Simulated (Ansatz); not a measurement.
**TePb (rocksalt type): how the settings move a single-point run**

Question: which choices in the input matter for TePb (rocksalt type)?

Method: reference: DFT, PBEsol, PAW with Ansatz's default frozen-core files, scalar-relativistic, in Ansatz 0.2.0.

## (1) The starting structure

Symmetry: Fm-3m, No. 225, cubic system. Conventional cell: a = 5.666 Å, b = 5.666 Å, c = 5.666 Å, α = 90.00°, β = 90.00°, γ = 90.00°. Around Pb (site symmetry m-3m) lie 6 Te at 2.83 Å. Te (site symmetry m-3m) has 6 Pb at 2.83 Å in its first shell of neighbours.

As a file:

```
CELL_PARAMETERS angstrom
0.00000 2.83299 2.83299
2.83299 0.00000 2.83299
2.83299 2.83299 0.00000
ATOMIC_POSITIONS crystal
Pb 0.00000 0.00000 0.00000
Te 0.50000 0.50000 0.50000
```

## (2) The reference run

Input file input.yaml:

```yaml
crystal:
  lattice:
    - [0.0, 2.8329860027, 2.8329860027]
    - [2.8329860027, 0.0, 2.8329860027]
    - [2.8329860027, 2.8329860027, 0.0]
  atoms:
    - { symbol: Pb, position: [0.0, 0.0, 0.0] }
    - { symbol: Te, position: [0.5, 0.5, 0.5] }
kpoints:
  mp_grid: { grid: [12, 12, 12] }
scf:
  occupations: { method: fermi_dirac, width: 0.05 }
hamiltonian:
  xc: pbesol
  pseudopotentials: { kind: paw }
output:
  forces: true
  stress: true
  eigenvalues: true
  populations: true
```

Started as:

```console
$ ansatz run input.yaml --threads 1 --pin off --max-ram 2048MiB --backend cpu --events-out ev --progress --plain --runs-dir out
```

## (3) Changing settings: ecutwfc 250 eV

input.yaml, as its differences from that of step 2:

```diff
@@ -20 +20,3 @@
   populations: true
+basis:
+  ecutwfc: "250 eV"
```

Before running it: what results should come out? Wanted: for each run, ending; energy change; pressure; gap; force.

**Answer**, as computed:

| run | ending | energy change | pressure (GPa) | gap (eV) | force (eV/Å) | cycles | time |
| --- | --- | --- | --- | --- | --- | --- | --- |
| reference | converged | 0 | 41.1 | 0.00 | 0.00 | 6 | 5.1 s |
| 1: ecutwfc 250 eV | converged | +742.8 meV/atom | 42.1 | 0.00 | 0.00 | 6 | 3 s |

Residual by cycle in the longest SCF loop of each run; runs are numbered as in the table. The quantity is the density residual dr2, in eV.

| cycle | reference | run 1 |
| --- | --- | --- |
| 1 | 0.00112 | 0.068 |
| 2 | 6.0e-4 | 0.0153 |
| 3 | 1.2e-4 | 4.6e-4 |
| 4 | 1.1e-5 | 2.0e-5 |
| 5 | 1.6e-6 | 7.4e-7 |
| 6 | 4.1e-8 | 7.1e-8 |

**Reading.** Changing the cutoff moves the energy by +742.8 meV/atom, and the pressure goes from 41.1 to 42.1 GPa. The log warns that the cutoff is under what these potentials recommend, so the shift is basis error. Cost: 3 s against 5.1 s. Semilocal functionals close small gaps, and spin-orbit coupling, left out here, moves these band edges, so the missing gap need not be the real solid's. Run 1 ran under the cutoff that the potentials recommend, as the log warns, so basis error is mixed into its values. The structure is not at rest: the sound run finds 41 GPa, so these are no properties of the relaxed crystal. 
